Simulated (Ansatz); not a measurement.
Crystal: Nb.

```
Nb
1.0
     2.88205    0.00000    0.00000
    -0.96068    2.71722    0.00000
    -0.96068   -1.35861    2.35318
Nb
1
Cartesian
  0.0000 0.0000 0.0000
```

| Item | Value |
| --- | --- |
| Program | Ansatz 0.2.0 |
| Task | relaxation of cell and atoms |
| Functional | PBE |
| Dispersion | D3(BJ)+ATM |
| Potentials or basis | Ansatz NC |
| Cutoff | 1116 eV |
| Density cutoff | 4463 eV |
| k mesh | 9 × 9 × 9 |
| Occupations | cold, width 0.1 eV |
| Spin | collinear spin, program default start |

At the start: pressure -8.4 GPa; volume 18.43 Å³/atom.

Task: Where does the relaxation end?

Result: Over 4 steps the energy falls by 25.2 meV/atom and the volume is 17.51 Å³/atom (-5.0 %); space group Im-3m (No. 229, to 0.05 Å); moment 0.00 μB per cell.

Step by step:
```csv
step,energy change (eV),largest force (eV/Å),pressure (GPa),volume (Å³)
1,0.0000,0.0000,-8.39,18.43
2,-0.0242,0.0000,-1.78,17.68
3,-0.0252,0.0000,0.11,17.50
4,-0.0252,0.0000,0.00,17.51
```

Final structure:
```
Nb
1.0
     2.83317    0.00000    0.00000
    -0.94439    2.67114    0.00000
    -0.94439   -1.33557    2.31327
Nb
1
Cartesian
  0.0000 0.0000 0.0000
```

Caveat: the thresholds are loose for stress.
